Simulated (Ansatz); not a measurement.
Sb:

```
CELL_PARAMETERS angstrom
-1.57654 1.57654 2.71194
1.57654 -1.57654 2.71194
1.57654 1.57654 -2.71194
ATOMIC_POSITIONS crystal
Sb 0.00000 0.00000 0.00000
```

This isn't the form of Sb at room conditions, which is rhombohedral.

```yaml
Program: Ansatz 0.2.0
Task: relaxation of cell and atoms
Functional: PBEsol0
Potentials_or_basis: Ansatz PAW
Cutoff: "420 eV (not typed: the program's choice for these potentials)"
k_mesh: 6 × 6 × 6
Occupations: fermi-dirac, width 0.05 eV
Spin: no spin polarisation
```

At the start: volume 26.96 Å³/atom.

Where does the relaxation end?

It ends after 5 steps and the volume is 25.85 Å³/atom (-4.1 %); space group I4/mmm (No. 139, to 0.05 Å).

Step by step:
```csv
step,energy change (eV),largest force (eV/Å),volume (Å³)
1,0.0000,0.0000,26.96
2,-0.0123,0.0000,25.39
3,-0.0141,0.0000,25.90
4,-0.0142,0.0000,25.85
5,-0.0139,0.0000,25.85
```

Final structure:
```
Sb
1.0
    -1.56806    1.56806    2.62808
     1.56806   -1.56806    2.62808
     1.56806    1.56806   -2.62808
Sb
1
Direct
  0.00000 0.00000 0.00000
```

Caveat: the k mesh is coarse (spacing up to 0.47 Å⁻¹), so the values aren't converged, least of all with exact exchange; the plane-wave basis is chosen anew once the cell has moved, so the energies of steps on either side of that aren't comparable; the PAW data sets come from PBE, with cores solved anew for the run's functional, which leaves a small shift of forces and pressure.
